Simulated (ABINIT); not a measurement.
# Ag (P6_3/mmc) in ABINIT: further runs

One crystal, Ag, is run at these levels: BLYP, AM05, r2SCAN, SCAN, revPBE; tasks: single point.

All numbers are computed with ABINIT 10.8.3 (patched build); they aren't measurements. Logs are shortened: lines on timing, memory, paths and dates and some standing lists are left out, and cuts for length are marked. The log counts tension as positive stress, the text compression.

### Step 1. Starting point

It takes space group P6_3/mmc (No. 194, hexagonal). The conventional cell has a = 2.930 Å, b = 2.930 Å, c = 4.790 Å, α = 90.00°, β = 90.00°, γ = 120.00°. Around Ag (site symmetry -6m2) lie 12 Ag at 2.93 Å.

This isn't the form of Ag at room conditions, which is fcc.

### Step 2. Single point, BLYP

File run.abi:

```
# Pseudopotentials
pp_dirpath "./"
pseudos "Ag.GGA_PBE-JTH.xml"

# Structure
acell 3*1.0 Angstrom
rprim
     2.9300000000     0.0000000000     0.0000000000
    -1.4650000000     2.5374544331     0.0000000000
     0.0000000000     0.0000000000     4.7900000000
ntypat 1
znucl 47
natom 2
typat 1 1
xred
     0.6666666667     0.3333333333     0.7500000000
     0.3333333333     0.6666666667     0.2500000000

# Plane-wave basis
ecut 20.0
pawecutdg 40.0
pawxcdev 0

# k points
kptopt 1
ngkpt 10 10 6
nshiftk 1
shiftk 0.0 0.0 0.0

# Exchange and correlation
ixc -106131

# Bands and occupations
nband 15
occopt 3
tsmear 0.05 eV

# SCF cycle
nstep 100
tolvrs 1.0e-9

# Output
iomode 3
prtwf 0
prtden 0
prteig 0
prtebands 0
enunit 1
```

Potentials or basis: JTH PAW PBE v2.0.

Started as:

```
abinit run.abi > log 2>&1
```

run.abo:

```text
.Version 10.8.3 of ABINIT
 Symmetries : space group P6_3/m m c (#194); Bravais hP (primitive hexag.)
================================================================================
 Values of the parameters that define the memory need of the present run
     intxc =       0    ionmov =       0      iscf =      17    lmnmax =      18
     lnmax =       6     mgfft =      40  mpssoang =       3    mqgrid =    3001
     natom =       2  nloc_mem =       2    nspden =       1   nspinor =       1
    nsppol =       1      nsym =      24    n1xccc =       1    ntypat =       1
    occopt =       3   xclevel =       2
       mpw =        1051          nfft =       23040          nkpt =          56
 PAW method is used; the additional fine FFT grid is defined by:
   mgfftf=        54    nfftf =     55296
================================================================================
================================================================================

--------------------------------------------------------------------------------
------------- Echo of variables that govern the present computation ------------
--------------------------------------------------------------------------------
 -outvars: echo values of preprocessed input variables --------
            acell      1.8897261259E+00  1.8897261259E+00  1.8897261259E+00 Bohr
              amu      1.07868200E+02
             ecut      2.00000000E+01 Hartree
           enunit           1
                       outvar_i_n : Printing only first  50 k-points.
              ixc     -106131
                       outvar_i_n : Printing only first  50 k-points.
         kptrlatt       10    0    0      0   10    0      0    0    6
          kptrlen      5.43107289E+01
            natom           2
            nband          15
            ngfft          24      24      40
          ngfftdg          32      32      54
             nkpt          56
            nstep         100
             nsym          24
           ntypat           1
                       prtocc : prtvol=0, do not print more k-points.
           occopt           3
        pawecutdg      4.00000000E+01 Hartree
         pawxcdev           0
           prtden           0
        prtebands           0
           prteig           0
            prtwf           0
            rprim      2.9300000000E+00  0.0000000000E+00  0.0000000000E+00
                      -1.4650000000E+00  2.5374544331E+00  0.0000000000E+00
                       0.0000000000E+00  0.0000000000E+00  4.7900000000E+00
          spgroup         194
           tolvrs      1.00000000E-09
           tsmear      1.83746611E-03 Hartree
            typat      1  1
           useylm           1
                       outvars : Printing only first  50 k-points.
           xangst      1.4650000000E+00  8.4581814437E-01  3.5925000000E+00
                       1.2158578251E-17  1.6916362887E+00  1.1975000000E+00
            xcart      2.7684487745E+00  1.5983646452E+00  6.7888411073E+00
                       2.2976382975E-17  3.1967292904E+00  2.2629470358E+00
             xred      6.6666666667E-01  3.3333333333E-01  7.5000000000E-01
                       3.3333333333E-01  6.6666666667E-01  2.5000000000E-01
            znucl       47.00000
[... 115 lines left out ...]
    2      -0.000000000000      0.000000000000      0.000000000000

 cartesian coordinates (angstrom) at end:
    1      1.46500000000000     0.84581814436667     3.59250000000000
    2      0.00000000000000     1.69163628873333     1.19750000000000

 cartesian forces (hartree/bohr) at end:
    1     -0.00000000000000     0.00000000000000    -0.00000000000000
    2      0.00000000000000    -0.00000000000000    -0.00000000000000
 frms,max,avg= 1.2238518E-28 2.1057814E-28   0.000E+00  0.000E+00  0.000E+00 h/b

 cartesian forces (eV/Angstrom) at end:
    1     -0.00000000000000     0.00000000000000    -0.00000000000000
    2      0.00000000000000    -0.00000000000000    -0.00000000000000
 frms,max,avg= 6.2932988E-27 1.0828363E-26   0.000E+00  0.000E+00  0.000E+00 e/A
 length scales=  1.889726125908  1.889726125908  1.889726125908 bohr
              =  1.000000000000  1.000000000000  1.000000000000 angstroms
 Fermi (or HOMO) energy (eV) =   3.96945   Average Vxc (eV)= -11.46322
 Eigenvalues (   eV  ) for nkpt=  56  k points:
 kpt#   1, nband= 15, wtk=  0.00167, kpt=  0.0000  0.0000  0.0000 (reduced coord)
  -3.46172   -2.23065   -0.79756   -0.70020   -0.70020   -0.48455   -0.48455   -0.16161
  -0.16161    0.78117    0.78117    3.82097    7.19737   20.34724   21.76936
 prteigrs : prtvol=0 or 1, do not print more k-points.

--- !EnergyTerms
iteration_state     : {dtset: 1, }
comment             : Components of total free energy in Hartree
kinetic             :  2.02413735661017E+01
hartree             :  1.26818913202818E+01
xc                  : -2.43343402996356E+01
Ewald energy        : -7.08193476581685E+01
psp_core            :  7.40378146716386E+00
local_psp           : -3.22401469035842E+01
PAW spherical_terms :  1.08090044531733E+01
internal            : -7.62577840546675E+01
'-kT*entropy'       : -1.81661138389313E-04
total_energy        : -7.62579657158059E+01
total_energy_eV     : -2.07508495942557E+03
...

--- !EnergyTermsDC
iteration_state     : {dtset: 1, }
comment             : '"Double-counting" decomposition of free energy'
band_energy         : -2.49523354044699E-01
Ewald energy        : -7.08193476581685E+01
psp_core            :  7.40378146716386E+00
xc_dc               : -2.94437776303046E+01
PAW spherical_terms :  1.68510796391090E+01
internal            : -7.62577875362450E+01
'-kT*entropy'       : -1.81661138389313E-04
total_energy_dc     : -7.62579691973834E+01
total_energy_dc_eV  : -2.07508505416412E+03
...

--- !EnergyTermsWithPAWCore
iteration_state     : {dtset: 1, }
comment             : 'Components of total free energy, including PAW core contributions'
Total energy        : -1.06333751825690E+04
Total energy DC     : -1.06333751860506E+04
Total energy (eV)   : -2.89348879191314E+05
Total energy DC (eV): -2.89348879286052E+05
...

 Cartesian components of stress tensor (hartree/bohr^3)
  sigma(1 1)= -2.58674465E-04  sigma(3 2)=  0.00000000E+00
  sigma(2 2)= -2.58674465E-04  sigma(3 1)=  0.00000000E+00
  sigma(3 3)= -2.34844533E-04  sigma(2 1)=  0.00000000E+00

-Cartesian components of stress tensor (GPa)         [Pressure=  7.3768E+00 GPa]
- sigma(1 1)= -7.61046551E+00  sigma(3 2)=  0.00000000E+00
- sigma(2 2)= -7.61046551E+00  sigma(3 1)=  0.00000000E+00
- sigma(3 3)= -6.90936472E+00  sigma(2 1)=  0.00000000E+00

== END DATASET(S) ==============================================================
================================================================================

 -outvars: echo values of variables after computation  --------
            acell      1.8897261259E+00  1.8897261259E+00  1.8897261259E+00 Bohr
           etotal     -7.6257969197E+01
            fcart     -2.4315469081E-29  2.1057813929E-28 -0.0000000000E+00
                       2.4315469081E-29 -2.1057813929E-28 -0.0000000000E+00
            rprim      2.9300000000E+00  0.0000000000E+00  0.0000000000E+00
                      -1.4650000000E+00  2.5374544331E+00  0.0000000000E+00
                       0.0000000000E+00  0.0000000000E+00  4.7900000000E+00
           strten     -2.5867446481E-04 -2.5867446509E-04 -2.3484453347E-04
                       0.0000000000E+00  0.0000000000E+00  0.0000000000E+00
           xangst      1.4650000000E+00  8.4581814437E-01  3.5925000000E+00
                       1.2158578251E-17  1.6916362887E+00  1.1975000000E+00
             xred      6.6666666667E-01  3.3333333333E-01  7.5000000000E-01
                       3.3333333333E-01  6.6666666667E-01  2.5000000000E-01
 Calculation completed.
```

Wall time 23 s (1 thread of Arm Neoverse V1, shared host); peak memory 0.12 GiB.

Results:

| Quantity | Value |
| --- | --- |
| Free energy | -2075.0851 eV |
| Pressure | 7.4 GPa |
| Band gap on the k mesh | none (metal or under the smearing width) |
| Valence electrons inside the program's atomic spheres | Ag 9.80 (radii [1.331] Å) |

Stress tensor (GPa, compression positive):
```
7.61 0.00 0.00
0.00 7.61 0.00
0.00 0.00 6.91
```

Caveat: the PAW data sets were made with another functional, which shifts forces and pressure a little.

### Step 3. Single point, AM05

run.abi: that of step 2 with these lines changed.

```diff
@@ -30,3 +30,3 @@
 # Exchange and correlation
-ixc -106131
+ixc -120135
```

Potentials or basis: JTH PAW PBE v2.0.

Started as:

```
abinit run.abi > log 2>&1
```

It took 25 s on 1 thread of Arm Neoverse V1, shared host; peak memory 0.12 GiB.

It converged, with:

| Item | Value |
| --- | --- |
| Free energy | -2080.3454 eV |
| Pressure | -5.7 GPa |
| Band gap on the k mesh | none (metal or under the smearing width) |
| Valence electrons inside the program's atomic spheres | Ag 9.76 (radii [1.331] Å) |

Stress tensor (GPa, compression positive):
```
-5.45  0.00  0.00
 0.00 -5.45  0.00
 0.00  0.00 -6.08
```

Levels at points of the mesh, in eV from the Fermi level:
```
           k point  band 7  band 8  band 9  band 10  band 11  band 12  band 13  band 14  band 15
(0.00, 0.00, 0.00)   -4.28   -3.95   -3.95    -3.01    -3.01    -0.32     3.37    15.93    17.96
(0.50, 0.00, 0.00)   -3.66   -2.88   -2.84    -2.76     0.12     1.47     6.74     6.99     9.04
(0.00, 0.00, 0.50)   -4.36   -4.36   -3.30    -3.30    -3.30    -3.30    10.84    10.84    16.34
(0.50, 0.00, 0.50)   -3.05   -3.05   -2.80    -2.80     0.80     0.80     4.36     4.36    13.39
```

Caveat: the PAW data sets were made with another functional, which shifts forces and pressure a little.

### Step 4. Single point, r2SCAN

run.abi: that of step 3 with these lines changed.

```diff
@@ -21,3 +21,2 @@
 pawecutdg 40.0
-pawxcdev 0
 
@@ -30,3 +29,5 @@
 # Exchange and correlation
-ixc -120135
+ixc -497498
+usekden 1
+pawxcdev 0
 
@@ -39,3 +40,3 @@
 nstep 100
-tolvrs 1.0e-9
+tolvrs 1.0e-7
```

Started as:

```
abinit run.abi > log 2>&1
```

It took 63 s on 1 thread of Arm Neoverse V1, shared host; peak memory 0.13 GiB.

Results (log left out):

```
Free energy                                           : -1117.3959 eV
Pressure                                              : -2.6 GPa
Band gap on the k mesh                                : none (metal or under the smearing width)
Valence electrons inside the program's atomic spheres : Ag 9.79 (radii [1.331] Å)
```

Stress tensor (GPa, compression positive):
```
-2.32  0.00  0.00
 0.00 -2.32  0.00
 0.00  0.00 -3.07
```

Levels at points of the mesh, in eV from the Fermi level:
| k point | band 7 | band 8 | band 9 | band 10 | band 11 | band 12 | band 13 | band 14 | band 15 |
| --- | --- | --- | --- | --- | --- | --- | --- | --- | --- |
| (0.00, 0.00, 0.00) | -4.65 | -4.32 | -4.32 | -3.36 | -3.36 | -0.22 | 3.46 | 16.56 | 18.63 |
| (0.50, 0.00, 0.00) | -3.96 | -3.23 | -3.19 | -3.10 | 0.15 | 1.50 | 7.03 | 7.28 | 9.40 |
| (0.00, 0.00, 0.50) | -4.60 | -4.60 | -3.66 | -3.66 | -3.66 | -3.66 | 11.25 | 11.25 | 16.95 |
| (0.50, 0.00, 0.50) | -3.39 | -3.39 | -3.15 | -3.15 | 0.91 | 0.91 | 4.51 | 4.51 | 13.92 |

Caveat: totals of a meta-GGA on PAW files have another zero than those of a GGA; the PAW data sets were made with another functional, which shifts forces and pressure a little.

### Step 5. Single point, SCAN

run.abi: that of step 4 with these lines changed.

```diff
@@ -29,3 +29,3 @@
 # Exchange and correlation
-ixc -497498
+ixc -263267
 usekden 1
```

Started as:

```
abinit run.abi > log 2>&1
```

Wall time 62 s (1 thread of Arm Neoverse V1, shared host); peak memory 0.13 GiB.

The run converged. Its results:

```yaml
Free_energy: -1148.3461 eV
Pressure: -4.3 GPa
Band_gap_on_the_k_mesh: none (metal or under the smearing width)
Valence_electrons_inside_the_program's_atomic_spheres: Ag 9.79 (radii [1.331] Å)
```

Stress tensor (GPa, compression positive):
```
-4.00  0.00  0.00
 0.00 -4.00  0.00
 0.00  0.00 -5.00
```

Levels at points of the mesh, in eV from the Fermi level:
```tsv
k point	band 9	band 10	band 11	band 12	band 13	band 14
(0.00, 0.00, 0.00)	-4.26	-3.30	-3.30	-0.24	3.45	16.65
(0.50, 0.00, 0.00)	-3.13	-3.04	0.15	1.50	7.01	7.26
(0.00, 0.00, 0.50)	-3.60	-3.60	-3.60	-3.60	11.25	11.25
(0.50, 0.00, 0.50)	-3.09	-3.09	0.89	0.89	4.50	4.50
```

Caveat: totals of a meta-GGA on PAW files have another zero than those of a GGA; the PAW data sets were made with another functional, which shifts forces and pressure a little.

### Step 6. Single point, revPBE

run.abi: that of step 5 with these lines changed.

```diff
@@ -21,2 +21,3 @@
 pawecutdg 40.0
+pawxcdev 0
 
@@ -29,5 +30,3 @@
 # Exchange and correlation
-ixc -263267
-usekden 1
-pawxcdev 0
+ixc 14
 
@@ -40,3 +39,3 @@
 nstep 100
-tolvrs 1.0e-7
+tolvrs 1.0e-9
```

Potentials or basis: JTH PAW PBE v2.0.

Started as:

```
abinit run.abi > log 2>&1
```

run.abo:

```text
.Version 10.8.3 of ABINIT
 Symmetries : space group P6_3/m m c (#194); Bravais hP (primitive hexag.)
================================================================================
 Values of the parameters that define the memory need of the present run
     intxc =       0    ionmov =       0      iscf =      17    lmnmax =      18
     lnmax =       6     mgfft =      40  mpssoang =       3    mqgrid =    3001
     natom =       2  nloc_mem =       2    nspden =       1   nspinor =       1
    nsppol =       1      nsym =      24    n1xccc =       1    ntypat =       1
    occopt =       3   xclevel =       2
       mpw =        1051          nfft =       23040          nkpt =          56
 PAW method is used; the additional fine FFT grid is defined by:
   mgfftf=        54    nfftf =     55296
================================================================================
================================================================================

--------------------------------------------------------------------------------
------------- Echo of variables that govern the present computation ------------
--------------------------------------------------------------------------------
 -outvars: echo values of preprocessed input variables --------
            acell      1.8897261259E+00  1.8897261259E+00  1.8897261259E+00 Bohr
              amu      1.07868200E+02
             ecut      2.00000000E+01 Hartree
           enunit           1
                       outvar_i_n : Printing only first  50 k-points.
              ixc          14
                       outvar_i_n : Printing only first  50 k-points.
         kptrlatt       10    0    0      0   10    0      0    0    6
          kptrlen      5.43107289E+01
            natom           2
            nband          15
            ngfft          24      24      40
          ngfftdg          32      32      54
             nkpt          56
            nstep         100
             nsym          24
           ntypat           1
                       prtocc : prtvol=0, do not print more k-points.
           occopt           3
        pawecutdg      4.00000000E+01 Hartree
         pawxcdev           0
           prtden           0
        prtebands           0
           prteig           0
            prtwf           0
            rprim      2.9300000000E+00  0.0000000000E+00  0.0000000000E+00
                      -1.4650000000E+00  2.5374544331E+00  0.0000000000E+00
                       0.0000000000E+00  0.0000000000E+00  4.7900000000E+00
          spgroup         194
           tolvrs      1.00000000E-09
           tsmear      1.83746611E-03 Hartree
[... 146 lines left out ...]
 Fermi (or HOMO) energy (eV) =   3.56826   Average Vxc (eV)= -11.95681
 Eigenvalues (   eV  ) for nkpt=  56  k points:
 kpt#   1, nband= 15, wtk=  0.00167, kpt=  0.0000  0.0000  0.0000 (reduced coord)
  -3.87241   -2.56801   -1.10483   -1.01053   -1.01053   -0.79191   -0.79191   -0.46761
  -0.46761    0.46612    0.46612    3.29322    6.92820   19.54745   21.55533
 prteigrs : prtvol=0 or 1, do not print more k-points.

--- !EnergyTerms
iteration_state     : {dtset: 1, }
comment             : Components of total free energy in Hartree
kinetic             :  2.01933414017293E+01
hartree             :  1.26617162664627E+01
xc                  : -2.45286211260853E+01
Ewald energy        : -7.08193476581685E+01
psp_core            :  7.40378146716386E+00
local_psp           : -3.22063717199244E+01
PAW spherical_terms :  1.09275679439154E+01
internal            : -7.63679334249069E+01
'-kT*entropy'       : -1.96893352776612E-04
total_energy        : -7.63681303182596E+01
total_energy_eV     : -2.07808269097358E+03
...

--- !EnergyTermsDC
iteration_state     : {dtset: 1, }
comment             : '"Double-counting" decomposition of free energy'
band_energy         : -5.17673025633812E-01
Ewald energy        : -7.08193476581685E+01
psp_core            :  7.40378146716386E+00
xc_dc               : -2.94817134039526E+01
PAW spherical_terms :  1.70470179117955E+01
internal            : -7.63679347087955E+01
'-kT*entropy'       : -1.96893352776612E-04
total_energy_dc     : -7.63681316021483E+01
total_energy_dc_eV  : -2.07808272590996E+03
...

--- !EnergyTermsWithPAWCore
iteration_state     : {dtset: 1, }
comment             : 'Components of total free energy, including PAW core contributions'
Total energy        : -1.06326846703178E+04
Total energy DC     : -1.06326846716017E+04
Total energy (eV)   : -2.89330089395738E+05
Total energy DC (eV): -2.89330089430675E+05
...

 Cartesian components of stress tensor (hartree/bohr^3)
  sigma(1 1)= -1.26636376E-04  sigma(3 2)=  0.00000000E+00
  sigma(2 2)= -1.26636377E-04  sigma(3 1)=  0.00000000E+00
  sigma(3 3)= -1.04259068E-04  sigma(2 1)=  0.00000000E+00

-Cartesian components of stress tensor (GPa)         [Pressure=  3.5063E+00 GPa]
- sigma(1 1)= -3.72577082E+00  sigma(3 2)=  0.00000000E+00
- sigma(2 2)= -3.72577083E+00  sigma(3 1)=  0.00000000E+00
- sigma(3 3)= -3.06740767E+00  sigma(2 1)=  0.00000000E+00

== END DATASET(S) ==============================================================
================================================================================

 -outvars: echo values of variables after computation  --------
            acell      1.8897261259E+00  1.8897261259E+00  1.8897261259E+00 Bohr
           etotal     -7.6368131602E+01
            fcart     -2.1276035446E-29  3.6851174376E-29 -0.0000000000E+00
                       2.1276035446E-29 -3.6851174376E-29 -0.0000000000E+00
            rprim      2.9300000000E+00  0.0000000000E+00  0.0000000000E+00
                      -1.4650000000E+00  2.5374544331E+00  0.0000000000E+00
                       0.0000000000E+00  0.0000000000E+00  4.7900000000E+00
           strten     -1.2663637636E-04 -1.2663637664E-04 -1.0425906760E-04
                       0.0000000000E+00  0.0000000000E+00  0.0000000000E+00
           xangst      1.4650000000E+00  8.4581814437E-01  3.5925000000E+00
                       1.2158578251E-17  1.6916362887E+00  1.1975000000E+00
             xred      6.6666666667E-01  3.3333333333E-01  7.5000000000E-01
                       3.3333333333E-01  6.6666666667E-01  2.5000000000E-01
 Calculation completed.
```

It took 22 s on 1 thread of Arm Neoverse V1, shared host; peak memory 0.12 GiB.

What came out:

| Quantity | Value |
| --- | --- |
| Free energy | -2078.0827 eV |
| Pressure | 3.5 GPa |
| Band gap on the k mesh | none (metal or under the smearing width) |
| Valence electrons inside the program's atomic spheres | Ag 9.78 (radii [1.331] Å) |

Caveat: the PAW data sets were made with another functional, which shifts forces and pressure a little.

### Step 7. The runs side by side

| level | gap on the mesh (eV) | pressure (GPa) |
| --- | --- | --- |
| BLYP | none | 7.4 |
| AM05 | none | -5.7 |
| r2SCAN | none | -2.6 |
| SCAN | none | -4.3 |
| revPBE | none | 3.5 |

Alike in all rows: task single point; potentials or basis JTH PAW PBE v2.0; no spin polarisation; cell as given; k mesh 10 × 10 × 6; cutoff (eV) 544; smearing fermi-dirac 0.05 eV.

Every run on the cell as given and a fine mesh finds a metal. The pressure there spans -5.7 GPa (AM05) to 7.4 GPa (BLYP); a positive pressure means that this level wants a larger cell, a negative one a smaller.

Caveats: the PAW data sets were made with another functional, which shifts forces and pressure a little; totals of a meta-GGA on PAW files have another zero than those of a GGA (some runs).

Absolute energies hang on the potentials; compare differences alone.
